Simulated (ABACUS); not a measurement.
Crystal: Mo.

```
Mo
1.0
     1.58381    1.58381    1.58381
    -1.58381    1.58381    1.58381
    -1.58381   -1.58381    1.58381
Mo
1
Direct
  0.00000 0.00000 0.00000
```

- Program: ABACUS 3.10.1
- Task: relaxation of cell and atoms
- Functional: TM
- Potentials or basis: SG15 ONCV 1.2 PBE
- Cutoff: 1279 eV
- Density cutoff: 5116 eV
- Basis: plane waves
- k mesh: 8 × 8 × 8
- Occupations: fermi-dirac, width 0.05 eV
- Spin: no spin polarisation

At the start: pressure -5.6 GPa; volume 15.89 Å³/atom.

**Question.** Where does the relaxation end?

**Answer.** Over 4 steps the energy falls by 6.0 meV/atom and the volume is 15.55 Å³/atom (-2.1 %); space group Im-3m (No. 229, to 0.05 Å).

The path:
```csv
step,energy change (eV),largest force (eV/Å),pressure (GPa),volume (Å³)
1,0.0000,0.0000,-5.59,15.89
2,0.0477,0.0000,19.17,14.61
3,-0.0060,0.0000,-0.14,15.56
4,-0.0060,0.0000,-0.01,15.55
```

Final structure:
```cif
data_structure
_symmetry_space_group_name_H-M 'P 1'
_symmetry_Int_Tables_number 1
_cell_length_a 2.7236
_cell_length_b 2.7236
_cell_length_c 2.7236
_cell_angle_alpha 70.529
_cell_angle_beta 109.471
_cell_angle_gamma 70.529
_cell_volume 15.55
loop_
_atom_site_label
_atom_site_type_symbol
_atom_site_fract_x
_atom_site_fract_y
_atom_site_fract_z
_atom_site_occupancy
Mo1 Mo 0.00000 0.00000 0.00000 1
```

Caveat: the potentials were made for another functional, which shifts forces and pressure.
